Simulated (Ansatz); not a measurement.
Given:

LaAlO3:
```yaml
crystal:
  lattice:
    - [3.77152, 0.00000, 0.00000]
    - [0.00000, 3.77152, 0.00000]
    - [0.00000, 0.00000, 3.77152]
  atoms:
    - { symbol: La, position: [0.50000, 0.50000, 0.50000] }
    - { symbol: Al, position: [0.00000, 0.00000, 0.00000] }
    - { symbol: O, position: [0.00000, 0.50000, 0.00000] }
    - { symbol: O, position: [0.50000, 0.00000, 0.00000] }
    - { symbol: O, position: [0.00000, 0.00000, 0.50000] }
```

This is the PBEsol-relaxed structure.

### Question
All from DFT-PBEsol in the program Ansatz with PAW potentials, unless another level is named. Estimate the electronic dielectric constant ε∞ (DFPT).

### Answer
4.87.

### Question
Give the Born charges (a third of the trace).

### Answer
La +4.49, Al +2.90, O -2.46 e.

### Question
Give the static dielectric constant ε0 (ions relaxed, cell fixed).

### Answer
34.9.

Space group Pm-3m (cubic perovskite). This is a known high-temperature phase of the composition, computed here at zero pressure and temperature. Symmetry was held in the PBEsol relaxation. At this level the phase is dynamically unstable (imaginary phonons). Spin–orbit coupling is left out wherever it is not named.

Potentials: the earlier of the program's two PAW sets. The files were generated under PBE; for other functionals the program regenerates the frozen cores, and for LDA and PBEsol the local potential too.
